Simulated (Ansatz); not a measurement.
**LiCl: the cell at several levels of theory**

The task here is to estimate one member of a computed series from the others.

Program: Ansatz 0.2.0. PAW datasets, plane waves, zero pressure. All values are calculated for a non-magnetic cell, which may be hypothetical.

### The structure to begin with

This is the cell as the run starts from it, not yet at rest; its lengths are not the crystal's.

It is hexagonal, P6_3/mmc (No. 194); a = 3.174 Å, c = 5.174 Å in the conventional setting, 11.28 Å³ an atom. Li has 6 Cl at 2.24 Å; Cl has 6 Li at 2.24 Å.

Coordinates:

```cif
data_structure
_symmetry_space_group_name_H-M 'P6_3/mmc'
_symmetry_Int_Tables_number 194
_cell_length_a 3.1740
_cell_length_b 3.1740
_cell_length_c 5.1736
_cell_angle_alpha 90.000
_cell_angle_beta 90.000
_cell_angle_gamma 120.000
_cell_volume 45.14
loop_
_atom_site_label
_atom_site_type_symbol
_atom_site_symmetry_multiplicity
_atom_site_Wyckoff_symbol
_atom_site_fract_x
_atom_site_fract_y
_atom_site_fract_z
_atom_site_occupancy
Li1 Li 2 a 0.00000 0.00000 0.00000 1
Cl1 Cl 2 c 0.33333 0.66667 0.25000 1
```

The first run:

File input.yaml:

```yaml
crystal:
  lattice:
    - [3.17400306, 0.0, 0.0]
    - [-1.58700153, 2.7487672816, 0.0]
    - [0.0, 0.0, 5.1736249878]
  atoms:
    - { symbol: Li, position: [0.0, 0.0, 0.0] }
    - { symbol: Li, position: [0.0, 0.0, 0.5] }
    - { symbol: Cl, position: [0.3333333333, 0.6666666667, 0.25] }
    - { symbol: Cl, position: [0.6666666667, 0.3333333333, 0.75] }
kpoints:
  mp_grid: { grid: [12, 12, 4] }
hamiltonian:
  xc: pbe
scf:
  occupations: { method: fermi_dirac, width: 0.02 }
relax:
  f_tol: 0.005
  cell: {}
```

Launch:

```bash
$ ansatz run input.yaml --threads 2 --pin off --max-ram 2211MiB --backend cpu --events-out ev --progress --plain --runs-dir out
```

Among the steps run: Relaxation with PBE; Relaxing with r2SCAN; PBEsol: cell and atoms; LDA: cell and atoms; Relaxing with HSE06.

One table of the session follows, with a row left open; its other results are not shown here.

```
 level  a (Å)  c (Å)  volume (Å³/atom)
   PBE  3.600  6.071            17.039
r2SCAN  3.575  6.024            16.669
PBEsol  3.540  5.975            16.210
   LDA  3.473  5.848            15.269
 HSE06      ?      ?                 ?
```

**Question.** Estimate the row for HSE06.

**Answer.** a (Å): 3.576; c (Å): 6.029; volume (Å³/atom): 16.689. In the column «a (Å)» it lies between r2SCAN (3.575) and PBE (3.600).

From the start to the first minimum the volume moved by +51.0 %. LDA gives the smallest cell and PBE the largest; they differ by 11.6 % in volume, a mean of 3.7 % in length. The meshes differ: PBE 12×12×4, r2SCAN 12×12×4, PBEsol 12×12×4, LDA 12×12×4, HSE06 6×6×4.
